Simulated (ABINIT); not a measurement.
Runs of ABINIT 10.8.3 (patched build) on Bi. The structure is cubic, space group Im-3m (No. 229). Conventional cell: a = 3.963 Å, b = 3.963 Å, c = 3.963 Å, α = 90.00°, β = 90.00°, γ = 90.00°. Around Bi (site symmetry m-3m) lie 8 Bi at 3.43 Å. This isn't the form of Bi at room conditions, which is rhombohedral.

```tsv
task	level	potentials or basis	k mesh	cutoff (eV)	fine-grid cutoff	mesh quality	gap on the mesh (eV)	pressure (GPa)	V0 of scaled cells (Å³/atom)	B0 (GPa)
single point	LDA	JTH PAW LDA v2.0	7 × 7 × 7	408	816.342 eV	not flagged	none	-	-	-
equation of state	BP86	JTH PAW PBE v2.0	9 × 9 × 9	599	1197.3 eV	not flagged	-	-	(b)	51
single point	r2SCAN	JTH PAW PBE v2.0	5 × 5 × 5	490	979.61 eV	coarse	none	-	-	-
band structure	LDA	PseudoDojo NC SR LDA v0.4.1 standard	9 × 9 × 9	952	-	not flagged	none	(a)	-	-
band structure	LDA	JTH PAW LDA v2.0 sp	9 × 9 × 9	408	816.342 eV	not flagged	none	-3.2	-	-
equation of state	PBEsol	JTH PAW PBE v2.0 sp	9 × 9 × 9	408	816.342 eV	not flagged	-	-	30.17	62
band structure	r2SCAN	JTH PAW PBE v2.0 sp	9 × 9 × 9	490	979.61 eV	not flagged	none	0.0	-	-
```

Alike in all rows: no spin polarisation; cell as given; smearing fermi-dirac 0.05 eV.

**Question.** Fill in the values left out.

**Answer.** (a) -3.3; (b) 31.94.

Caveats: some runs use coarse meshes; spin-orbit coupling is left out, which moves the levels of the heavy elements; the PAW data sets were made with another functional, which shifts forces and pressure a little (some runs); this set keeps more shells in the core, which shifts pressures and gaps (some runs); pressures at fixed basis lie under the slope of the energies (some runs).

A k mesh can miss the band edges, and the runs leave out spin-orbit coupling on Bi.

A gap of «none» marks a metal or a gap under the smearing width.

The runs don't all hold the same shells in valence.

Runs at the PBE level aren't shown here.
